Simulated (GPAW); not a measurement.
Crystal: CdTe.

```xyz
2
Lattice="0.0000 3.2050 3.2050 3.2050 0.0000 3.2050 3.2050 3.2050 0.0000" Properties=species:S:1:pos:R:3 pbc="T T T"
Te    4.8075    4.8075    4.8075
Cd    0.0000    0.0000    0.0000
```

| Quantity | Value |
| --- | --- |
| Program | GPAW 26.7.0 |
| Task | relaxation of cell and atoms |
| Functional | PBE |
| Potentials or basis | GPAW PAW data sets (gpaw-data 1.2.1) |
| Cutoff | 600 eV |
| Basis | pw |
| k mesh | 7 × 7 × 7 |
| Occupations | fermi-dirac, width 0.05 eV |
| Spin | no spin polarisation |

At the start: pressure 3.8 GPa; volume 32.92 Å³/atom.

Where does the relaxation end?

Over 12 steps the energy falls by 32.9 meV/atom and the volume is 35.98 Å³/atom (+9.3 %); space group F-43m (No. 216, to 0.05 Å).

The path:
| step | energy change (eV) | largest force (eV/Å) | pressure (GPa) | volume (Å³) |
| --- | --- | --- | --- | --- |
| 1 | 0.0000 | 0.0000 | 3.81 | 65.84 |
| 2 | -0.0171 | 0.0000 | 3.21 | 66.62 |
| 3 | -0.0417 | 0.0000 | 2.16 | 68.09 |
| 4 | -0.0607 | 0.0000 | 0.93 | 70.07 |
| 5 | -0.0655 | 0.0000 | -0.25 | 72.32 |
| 6 | -0.0655 | 0.0000 | -0.24 | 72.31 |
| 7 | -0.0655 | 0.0000 | -0.22 | 72.28 |
| 8 | -0.0656 | 0.0000 | -0.20 | 72.24 |
| 9 | -0.0657 | 0.0000 | -0.18 | 72.18 |
| 10 | -0.0657 | 0.0000 | -0.14 | 72.11 |
| 11 | -0.0658 | 0.0000 | -0.11 | 72.04 |
| 12 | -0.0658 | 0.0000 | -0.07 | 71.96 |

Final structure:
```
Te Cd
1.0
     0.00000    3.30127    3.30127
     3.30127    0.00000    3.30127
     3.30127    3.30127    0.00000
Te Cd
1 1
Direct
  0.75000 0.75000 0.75000
  0.00000 0.00000 0.00000
```

Caveat: later steps reuse the first step's grids.
